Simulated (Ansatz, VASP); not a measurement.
## Two plane-wave programs on NbP

```
Nb P
1.0
    -1.63163    1.63163    5.47013
     1.63163   -1.63163    5.47013
     1.63163    1.63163   -5.47013
Nb P
2 2
Direct
  0.75072 0.75072 0.00000
  0.50072 0.00072 0.50000
  0.33191 0.33191 0.00000
  0.08191 0.58191 0.50000
```

Alike in both runs: functional PBE; k mesh 18 × 18 × 18; occupations gaussian, width 0.1 eV; no spin polarisation.

Ansatz relaxed the structure, and its values are those at the end. VASP's run is a single point on that final structure, the one shown.

|  | VASP | Ansatz |
| --- | --- | --- |
| version | VASP 6.6.1 | Ansatz 0.2.0 |
| potentials or method | VASP PAW PBE potentials, release 64 (Nb_sv, P) | scalar-relativistic, plane waves, PAW |
| plane-wave cutoff (eV) | 520 | 420 |
| valence electrons in the cell | 36 | 36 |

|  | VASP | Ansatz | Ansatz less VASP |
| --- | --- | --- | --- |
| gap on the k mesh at the Fermi level (eV) | none | none | - |
| pressure (GPa) | 20.8 | 21.3 | +0.54 |

A gap of «none» marks a metal or a gap that the smearing closes. The functional is the same, so the differences come from potentials, cutoffs and numerics.

Caveats: so large a pressure means that the cell lies far from this level's equilibrium, or that cutoff or potentials fall short (VASP).
